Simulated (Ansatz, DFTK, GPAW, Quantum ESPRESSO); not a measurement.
# One calculation of Rh, 5 ways

```
Rh
1.0
     0.00000    1.89785    1.89785
     1.89785    0.00000    1.89785
     1.89785    1.89785    0.00000
Rh
1
Direct
  0.00000 0.00000 0.00000
```

Alike in all runs: task band structure; functional PBEsol; k mesh 12 × 12 × 12; occupations fermi-dirac, width 0.05 eV; no spin polarisation; no spin-orbit coupling. Pressure is positive in compression and, in plane waves, holds the error of the finite cutoff, which Ansatz's Pulay term estimates and takes out.

```csv
program and potentials,plane-wave cutoff (eV),notes,pressure (GPa)
"Ansatz, Ansatz PAW",420,"potentials made for PBE, which Ansatz adapts in part; 17 valence electrons an atom on average; Pulay term of +0.09 GPa included",-3.73
"DFTK, SG15 1.2 (PBE)",952,potentials made for PBE; 17 valence electrons an atom on average,-4.21
"GPAW, PAW data sets generated for this functional",600,15 valence electrons an atom on average,-1.44
"Ansatz, all-electron LAPW, scalar-relativistic",-,-,-3.74
"Quantum ESPRESSO, PseudoDojo 0.4.1 SR PBEsol standard",1197,17 valence electrons an atom on average,-3.31
```

The pressure spans -4.21 (DFTK, SG15 1.2 (PBE)) to -1.44 GPa (GPAW, PAW data sets generated for this functional), with all-electron results at -3.74.

The functional is the same throughout but for its coding, so the spread measures potentials, basis and numerics; runs on potential files found faulty are left out.
